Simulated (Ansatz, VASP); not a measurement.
## BeTe in VASP and in Ansatz

INCAR

```
PREC = Accurate ; ENCUT = 520
EDIFF = 1E-6 ; ISMEAR = 0
SIGMA = 0.02 ; LREAL = False
LASPH = True ; NELM = 60
ALGO = Normal ; ISIF = 2
LWAVE = False ; LCHARG = False
GGA = PE ; NBANDS = 11
```

File KPOINTS:

```
Automatic mesh
0
Gamma
  8 8 8
```

The input POSCAR:

```
BeTe
1.0
    0.0000000000      2.8032676270      2.8032676270
    2.8032676270      0.0000000000      2.8032676270
    2.8032676270      2.8032676270      0.0000000000
Be Te
1 1
Direct
    0.0000000000      0.0000000000      0.0000000000
    0.2500000000      0.2500000000      0.2500000000
```

Input for Ansatz:

```yaml
crystal:
  lattice:
    - [0.0, 2.803267627, 2.803267627]
    - [2.803267627, 0.0, 2.803267627]
    - [2.803267627, 2.803267627, 0.0]
  atoms:
    - { symbol: Be, position: [0.0, 0.0, 0.0] }
    - { symbol: Te, position: [0.25, 0.25, 0.25] }
basis:
  ecutwfc: 420
kpoints:
  mp_grid: { grid: [8, 8, 8] }
hamiltonian:
  xc: pbe
scf:
  occupations: { method: gaussian, width: 0.02 }
output:
  forces: true
  stress: true
  eigenvalues: true
```

Alike in both runs: task single point; functional PBE; k mesh 8 × 8 × 8; occupations gaussian, width 0.02 eV; no spin polarisation.

|  | VASP | Ansatz |
| --- | --- | --- |
| version | VASP 6.6.1 | Ansatz 0.2.0 |
| potentials or method | VASP PAW PBE potentials, release 64 (Be, Te) | scalar-relativistic, plane waves, PAW |
| plane-wave cutoff (eV) | 520 | 420 |
| valence electrons in the cell | 8 | 18 |

VASP gave:

```
gap on the k mesh at the Fermi level (eV) : 1.94
least direct gap on the mesh (eV)         : 3.60
pressure (GPa)                            : 2.0
```

Q: Which values does Ansatz return?

A: gap on the k mesh at the Fermi level (eV): 1.95; least direct gap on the mesh (eV): 3.62; pressure (GPa): 1.8.

The two sets of potentials don't hold the same shells in valence.

Caveats: spin-orbit coupling is left out, which moves the levels of the heavy elements. Expect the measured gap to be larger: semilocal functionals such as PBE lack the derivative discontinuity. A k mesh can miss the band edges.
